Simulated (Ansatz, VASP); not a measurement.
# One calculation of ZrB2, two programs

INCAR

```
SYSTEM = ZrB2
ALGO = Normal ; EDIFF = 1E-8
ENCUT = 520 ; GGA = PE
ISIF = 2 ; ISMEAR = -1
LASPH = .TRUE. ; LCHARG = .FALSE.
LEFG = .TRUE. ; LREAL = .FALSE.
LWAVE = .FALSE. ; NBANDS = 16
NELM = 100 ; PREC = Accurate
SIGMA = 0.05
```

Contents of KPOINTS:

```
k-points
0
G
  16 16 12
  0 0 0
```

The input POSCAR:

```
ZrB2
1.0
    3.1700000000      0.0000000000      0.0000000000
   -1.5850000000      2.7453005300      0.0000000000
    0.0000000000      0.0000000000      3.5330000000
Zr B
1 2
Direct
    0.0000000000      0.0000000000      0.0000000000
    0.3333333333      0.6666666667      0.5000000000
    0.6666666667      0.3333333333      0.5000000000
```

Input for Ansatz:

```yaml
crystal:
  lattice:
    - [3.17, 0.0, 0.0]
    - [-1.585, 2.74530053, 0.0]
    - [0.0, 0.0, 3.533]
  atoms:
    - { symbol: Zr, position: [0.0, 0.0, 0.0] }
    - { symbol: B, position: [0.3333333333, 0.6666666667, 0.5] }
    - { symbol: B, position: [0.6666666667, 0.3333333333, 0.5] }
kpoints:
  mp_grid: { grid: [16, 16, 12] }
scf:
  occupations: { method: fermi_dirac, width: 0.05 }
hamiltonian:
  xc: pbe
  pseudopotentials: { kind: paw }
output:
  forces: true
  stress: true
  populations: true
  efg:
    quadrupole_moments_barn: { Zr: -0.176, B: 0.04059 }
    contact_densities: true
  write_density: true
  write_potential: true
  elf: true
  volumetric_format: npy
```

Alike in both runs: task electric field gradients; functional PBE; k mesh 16 × 16 × 12; occupations fermi-dirac, width 0.05 eV; no spin polarisation.

|  | VASP | Ansatz |
| --- | --- | --- |
| version | VASP 6.6.1 | Ansatz 0.2.0 |
| potentials or method | VASP PAW PBE potentials, release 64 (Zr_sv, B) | plane-wave PAW, scalar-relativistic |
| plane-wave cutoff (eV) | 520 | 420 |
| valence electrons in the cell | 18 | 18 |

```csv
,VASP,Ansatz,Ansatz less VASP
pressure (GPa),0.9,0.8,-0.14
largest component of the traceless stress (GPa),0.48,0.44,-0.042
Vzz of the field gradient on the site that differs most (V/Å²),41.7,45.2,+3.54
```

Ansatz warned: «gradients_without_spin_orbit».
